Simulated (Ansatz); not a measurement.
A plane-wave DFT run in Ansatz 0.2.0 (scalar-relativistic PAW potentials unless the input names others): input and command.

```yaml
crystal:
  lattice:
    - [0.0, 3.1835200516, 3.1835200516]
    - [3.1835200516, 0.0, 3.1835200516]
    - [3.1835200516, 3.1835200516, 0.0]
  atoms:
    - { symbol: Mg, position: [0.25, 0.25, 0.25] }
    - { symbol: Mg, position: [0.75, 0.75, 0.75] }
    - { symbol: Ge, position: [0.0, 0.0, 0.0] }
basis:
  ecutwfc: "450 eV"
  ecutrho_ratio: 6
kpoints:
  mp_grid: { grid: [10, 10, 10] }
hamiltonian:
  xc: r2scan
scf:
  occupations: { method: gaussian, width: 0.02 }
output:
  forces: true
  eigenvalues: true
  stress: true
```

```bash
ansatz run input.yaml --threads 1 --pin off --max-ram 2560MiB --backend cpu --events-out ev --progress --plain --runs-dir out
```

Abridged log:
```
Warning: basis.ecutwfc = 450 eV is below the records' recommended 500 eV, and the density's cutoff is lower with it unless basis.ecutrho_ratio is high enough to keep the records' density cutoff: compare with a run at a higher cutoff
Basis set: ecut = 450 eV, 1411 PW (Γ), exchange–correlation on 160×160×160 points (64 copies of the dense FFT grid, shifted against one another)
Bands: 21, of which v1, the nominal top of the filled ones, is band 17 counted from 1 (16 counted from 0)
Symmetry: 48 space group operations
k-points: 47 of 1000
SCF iter   1: F=—  HF=-8156.749947 eV  |F-HF|=—  |Δ(HF+E_count)|=         —  Δρ=6.60e-3  dr2=1.16e-2  dr2_τ=4.14e-3  ethr=1.77e-3  ⟨swp⟩=6.2  Hψ=4746  notcnv=0
SCF iter   2: F=—  HF=-8156.772345 eV  |F-HF|=—  |Δ(HF+E_count)|=   2.24e-2  Δρ=1.87e-3  dr2=1.19e-3  dr2_τ=5.94e-5  ethr=3.42e-5  ⟨swp⟩=2.9  Hψ=2483  notcnv=0
SCF iter   3: F=—  HF=-8156.772603 eV  |F-HF|=—  |Δ(HF+E_count)|=   2.58e-4  Δρ=5.11e-4  dr2=1.48e-4  dr2_τ=4.54e-6  ethr=3.51e-6  ⟨swp⟩=2.0  Hψ=1974  notcnv=0
SCF iter   4: F=—  HF=-8156.772662 eV  |F-HF|=—  |Δ(HF+E_count)|=   5.97e-5  Δρ=1.18e-4  dr2=1.16e-5  dr2_τ=1.10e-7  ethr=4.36e-7  ⟨swp⟩=2.0  Hψ=1410  notcnv=0
SCF iter   5: F=—  HF=-8156.772661 eV  |F-HF|=—  |Δ(HF+E_count)|=   1.45e-6  Δρ=3.02e-5  dr2=6.26e-7  dr2_τ=7.42e-9  ethr=3.42e-8  ⟨swp⟩=2.0  Hψ=1410  notcnv=0
SCF iter   6: F=-8156.772661 eV  HF=-8156.772661 eV  |F-HF|=2.44e-8  |Δ(HF+E_count)|=   2.02e-7  Δρ=6.00e-6  dr2=1.01e-8  dr2_τ=5.87e-10  ethr=2.94e-10  ⟨swp⟩=5.7  Hψ=4056  notcnv=0
SCF 1 converged in 6 iterations: F = -8156.772661 eV  dr2 = 1.01e-8
SCF converged after 6 iterations
Free energy (F): -8156.772661 eV
Harris-Foulkes:  -8156.772661 eV  (|F-HF|=2.44e-8)
Internal energy: -8156.772661 eV  (E = F + TS)
E sigma→0 (E₀):  -8156.772661 eV
Fermi energy:    7.063978 eV
--- Forces (eV/Å), atoms counted from 1 ---
  atom   1  Mg     0.00000000     0.00000000     0.00000000
  atom   2  Mg     0.00000000     0.00000000     0.00000000
  atom   3  Ge     0.00000000     0.00000000     0.00000000
--- Stress (GPa, compression-positive) ---
       -0.000710       0.000000       0.000000
        0.000000      -0.000710       0.000000
        0.000000       0.000000      -0.000710
  P = ⅓ Tr σ = -0.0007 GPa (-0.007 kbar)
```

Apart from outputs, empty bands and the relaxation, which only the reference makes, the input differs from a reference run on usual settings in basis.ecutwfc: 500 → "450 eV"; basis.ecutrho_ratio: not typed → 6. The reference, at the same geometry, ended its own course with pressure 0.00 GPa, largest force 0.000 eV/Å, gap on the mesh 0.44 eV. This run converged in 6 SCF iterations with an energy at zero smearing 0.71 meV/atom above the reference's, pressure 0.00 GPa, largest force 0.000 eV/Å, gap on the mesh 0.44 eV. Its cutoff is looser than usual, yet energy, pressure and forces hardly moved.

It took 7.8 s on 1 thread of Arm Neoverse V2, on a shared host, peak memory 0.64 GiB.